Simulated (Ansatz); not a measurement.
# KF (Carobbiite): how the settings move a single-point run

Question: which choices in the input matter for KF (Carobbiite)?

Method: reference: DFT, PBEsol, plane waves, PAW, in Ansatz 0.2.0.

2 further runs of the same task are left out: 2 that didn't finish.

## (1) Starting point

It takes space group Fm-3m (No. 225, cubic). The conventional cell has a = 5.318 Å, b = 5.318 Å, c = 5.318 Å, α = 90.00°, β = 90.00°, γ = 90.00°. K (site symmetry m-3m) is surrounded by 6 F at 2.66 Å. F (site symmetry m-3m) is surrounded by 6 K at 2.66 Å.

Structure file:

```
K F
1.0
     0.00000    2.65896    2.65896
     2.65896    0.00000    2.65896
     2.65896    2.65896    0.00000
K F
1 1
Direct
  0.00000 0.00000 0.00000
  0.50000 0.50000 0.50000
```

## (2) Reference

input.yaml

```yaml
crystal:
  lattice:
    - [0.0, 2.6589566634, 2.6589566634]
    - [2.6589566634, 0.0, 2.6589566634]
    - [2.6589566634, 2.6589566634, 0.0]
  atoms:
    - { symbol: K, position: [0.0, 0.0, 0.0] }
    - { symbol: F, position: [0.5, 0.5, 0.5] }
kpoints:
  mp_grid: { grid: [6, 6, 6] }
hamiltonian:
  xc: pbesol
scf:
  occupations: { method: fixed }
  n_extra_bands: 4
output:
  forces: true
  stress: true
  eigenvalues: true
  write_density: true
  write_potential: true
  elf: true
  volumetric_format: npy
```

On the command line:

```bash
ansatz run input.yaml --threads 4 --pin off --max-ram 3686MiB --backend cpu --events-out ev --progress --plain --runs-dir out
```

## (3) Variant: ecutrho_ratio 12

input.yaml, as its differences from that of step 2:

```diff
@@ -15,2 +15,3 @@
   n_extra_bands: 4
+  max_iter: 61
 output:
@@ -19,5 +20,3 @@
   eigenvalues: true
-  write_density: true
-  write_potential: true
-  elf: true
-  volumetric_format: npy
+basis:
+  ecutrho_ratio: 12
```

## (4) Changed: occupations.method methfessel_paxton, occupations.width 0.5

input.yaml, as its differences from that of step 2:

```diff
@@ -13,3 +13,3 @@
 scf:
-  occupations: { method: fixed }
+  occupations: { method: methfessel_paxton, width: 0.5 }
   n_extra_bands: 4
@@ -19,5 +19 @@
   eigenvalues: true
-  write_density: true
-  write_potential: true
-  elf: true
-  volumetric_format: npy
```

## (5) Changing settings: xc mr2scan

input.yaml, as its differences from that of step 2:

```diff
@@ -11,3 +11,3 @@
 hamiltonian:
-  xc: pbesol
+  xc: mr2scan
 scf:
@@ -19,5 +19 @@
   eigenvalues: true
-  write_density: true
-  write_potential: true
-  elf: true
-  volumetric_format: npy
```

Before running it: what results should come out? Wanted: for each run, ending; energy change; pressure; gap; force.

As calculated:

```tsv
run	ending	energy change	pressure (GPa)	gap (eV)	force (eV/Å)	cycles	time
reference	converged	0	-0.2	6.12	0.00	6	0.34 s
1: ecutrho_ratio 12	converged	0.0 meV/atom	-0.2	6.12	0.00	6	0.33 s
2: occupations.method methfessel_paxton, occupations.width 0.5	converged	0.0 meV/atom (σ→0)	-0.2	6.12	0.00	6	0.26 s
3: xc mr2scan	converged	not comparable	0.0	6.91	0.00	6	0.48 s
```

Times don't compare one to one where runs were asked for different outputs or read a saved state (see the inputs); cycles may leave out searches for a lower state.

Residual by cycle in the longest SCF loop of each run; runs are numbered as in the table. The quantity is the density residual dr2, in eV.

```tsv
cycle	reference	run 1	run 2	run 3
1	0.0241	0.0241	0.0241	0.0189
2	0.00626	0.00626	0.00622	0.00362
3	1.5e-4	1.5e-4	1.5e-4	3.1e-4
4	6.4e-6	6.4e-6	6.5e-6	4.4e-6
5	6.4e-7	6.1e-7	6.4e-7	1.3e-7
6	5.6e-9	5.4e-9	5.9e-9	3.8e-9
```

Of the converged runs whose energies compare with the reference's, none moves it noticeably.
